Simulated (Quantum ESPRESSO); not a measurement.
Crystal: KTaO3.

```
Ta K O
1.0
     3.98830    0.00000    0.00000
     0.00000    3.98830    0.00000
     0.00000    0.00000    3.98830
Ta K O
1 1 3
Direct
  0.00000 0.00000 0.00000
  0.50000 0.50000 0.50000
  0.00000 0.00000 0.50000
  0.00000 0.50000 0.00000
  0.50000 0.00000 0.00000
```

| Property | Result |
| --- | --- |
| Program | Quantum ESPRESSO 7.5 |
| Task | Wannier functions |
| Functional | PBEsol |
| Potentials or basis | GBRV 1.5 PBEsol |
| Cutoff | 762 eV |
| Density cutoff | 6095 eV |
| k mesh | 4 × 4 × 4 |
| Occupations | fermi-dirac, width 0.05 eV |
| Spin | no spin polarisation |
| Mixing beta | 0.5 |
| Most SCF iterations | 120 |
| SCF threshold | 1e-09 Ry |
| k mesh for the Wannier functions | 4 × 4 × 4 |

Start: SCDM on the occupied bands. The reference level is the Fermi level, or the middle of the gap.

Problem. With SCDM on the occupied bands, how many functions result, how localised are they, and how well do they interpolate the bands?

Solution. 20 functions with spreads from 0.42 to 0.89 Å², 13.5 Å² in all; they miss the direct bands by 9 meV (root mean square).

Wannier functions:
| function | nearest atom | distance (Å) | spread (Å²) | on-site energy from the reference level (eV) |
| --- | --- | --- | --- | --- |
| 1 | 1 Ta | 0.30 | 0.42 | -42.17 |
| 2 | 1 Ta | 0.30 | 0.42 | -42.17 |
| 3 | 1 Ta | 0.30 | 0.42 | -42.12 |
| 4 | 3 O | 0.39 | 0.71 | -9.19 |
| 5 | 5 O | 0.39 | 0.70 | -9.25 |
| 6 | 4 O | 0.39 | 0.70 | -9.24 |
| 7 | 3 O | 0.36 | 0.77 | -8.22 |
| 8 | 5 O | 0.36 | 0.78 | -8.13 |
| 9 | 4 O | 0.36 | 0.78 | -8.15 |
| 10 | 5 O | 0.31 | 0.88 | -6.53 |
| 11 | 4 O | 0.31 | 0.88 | -6.51 |
| 12 | 3 O | 0.31 | 0.88 | -6.51 |
| 13 | 1 Ta | 0.30 | 0.42 | -42.18 |
| 14 | 2 K | 0.35 | 0.52 | -15.75 |
| 15 | 2 K | 0.35 | 0.52 | -15.73 |
| 16 | 2 K | 0.35 | 0.52 | -15.74 |
| 17 | 3 O | 0.30 | 0.89 | -6.33 |
| 18 | 4 O | 0.31 | 0.89 | -6.36 |
| 19 | 5 O | 0.30 | 0.89 | -6.35 |
| 20 | 2 K | 0.35 | 0.52 | -15.78 |

Parts of the spread (Å²): invariant 11.07, diagonal 0.000, off-diagonal 2.45, total 13.52. Against the direct bands the interpolation misses by 9 meV (root mean square) and 61 meV at most, for states up to 1 eV over the reference level.

Caveat: spin-orbit coupling is left out, which moves the levels of the heavy elements; the Wannier minimisation didn't converge.
